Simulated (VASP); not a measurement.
A run of VASP 6.6.1 is set up as follows.

Contents of INCAR:

```
SYSTEM = Si
ALGO     = Fast           ! electronic algorithm
DIPOL    = 0.5 0.5 0.500
EDIFF    = 1E-6           ! SCF threshold, eV
EDIFFG   = -0.01          ! ionic threshold
ENCUT    = 520            ! plane-wave cutoff, eV
GGA      = PE             ! functional
IBRION   = 2              ! ionic algorithm
IDIPOL   = 3            
ISIF     = 2              ! what is computed and relaxed
ISMEAR   = 0              ! smearing method
KPAR     = 4            
LASPH    = .TRUE.         ! aspherical terms in the spheres
LCHARG   = .FALSE.        ! write CHGCAR
LDIPOL   = .TRUE.       
LREAL    = .FALSE.        ! projectors in reciprocal space
LWAVE    = .FALSE.        ! write WAVECAR
NELM     = 120            ! most SCF steps
NSW      = 90             ! ionic steps
PREC     = Accurate       ! precision mode
SIGMA    = 0.03           ! smearing width, eV
```

File KPOINTS:

```
k-points
0
G
  4 7 1
  0 0 0
```

POSCAR

```
Si
1.0
    7.7337965900      0.0000000000      0.0000000000
    0.0000000000      3.8668983000      0.0000000000
    0.0000000000      0.0000000000     12.4357750000
Si
12
Direct
   -0.0930978700      0.0000000000      0.2492808000
    0.5930978700      1.0000000000      0.2010329100
    0.5000000000      0.5000000000      0.3350941100
    0.0000000000      0.5000000000      0.3350941100
    0.2500000000      0.5000000000      0.4450313700
    0.7500000000      0.5000000000      0.4450313700
    0.7500000000      1.0000000000      0.5549686300
    0.2500000000      0.0000000000      0.5549686300
    0.5000000000      0.0000000000      0.6649058900
    0.0000000000      0.0000000000      0.6649058900
   -0.0930978700      0.5000000000      0.7507192000
    0.5930978700      0.5000000000      0.7989670900
```

Potentials or basis: VASP PAW PBE potentials, release 64 (Si).

Command:

```console
$ cat potpaw_PBE.64/Si/POTCAR > POTCAR
$ mpirun -np 4 vasp_std > vasp.out
```

Estimate the band gap on the k mesh.

0.31 eV, indirect (least direct gap 0.66 eV).

Predict the energy gained by relaxing.

104.6 meV/atom.

Final structure:
```
Si
1.0
     7.73380    0.00000    0.00000
     0.00000    3.86690    0.00000
     0.00000    0.00000   12.43577
Si
12
Direct
  0.86159 0.00000 0.28144
  0.57488 0.00000 0.22033
  0.52283 0.50000 0.33107
  0.01157 0.50000 0.33147
  0.26732 0.50000 0.44270
  0.76181 0.50000 0.44770
  0.76181 0.00000 0.55230
  0.26732 0.00000 0.55730
  0.52283 0.00000 0.66893
  0.01157 0.00000 0.66853
  0.86159 0.50000 0.71856
  0.57488 0.50000 0.77967
```

A hybrid or GW would open this gap; PBE tends to underestimate it.
